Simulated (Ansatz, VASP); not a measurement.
VH3 in VASP and in Ansatz

```
CELL_PARAMETERS angstrom
2.77368 0.00000 0.00000
0.00000 2.77368 0.00000
0.00000 0.00000 2.77368
ATOMIC_POSITIONS crystal
V 0.00000 0.00000 0.00000
H 0.00000 0.50000 0.50000
H 0.50000 0.00000 0.50000
H 0.50000 0.50000 0.00000
```

Change from the starting cell: species swapped into the ZrIr3 type (Pm-3m, No. 221).

Alike in both runs: functional PBE; k mesh 6 × 6 × 6; occupations gaussian, width 0.1 eV; collinear spin.

Ansatz relaxed the structure, and its values are those at the end. VASP's run is a single point on that final structure, the one shown.

|  | VASP | Ansatz |
| --- | --- | --- |
| version | VASP 6.6.1 | Ansatz 0.2.0 |
| potentials or method | VASP PAW PBE potentials, release 64 (V_sv, H) | scalar-relativistic, plane waves, PAW |
| plane-wave cutoff (eV) | 520 | 420 |
| valence electrons in the cell | 16 | 16 |

Ansatz gave:

- gap on the k mesh at the Fermi level (eV): none
- pressure (GPa): 0.0
- net moment per atom (μB): 0.15
- size of the moment on the site where the two differ most (μB): 0.45

Task: Estimate VASP's values.

Result: gap on the k mesh at the Fermi level (eV): none; pressure (GPa): -0.1; net moment per atom (μB): 0.15; size of the moment on the site where the two differ most (μB): 0.58.

Site moments also hang on the region over which each program counts them. A gap of «none» marks a metal or a gap that the smearing closes. With one functional, cell and mesh, what is left measures potentials, basis and numerics.

Caveats: the k mesh is coarse (spacing up to 0.38 Å⁻¹), so the values aren't converged.
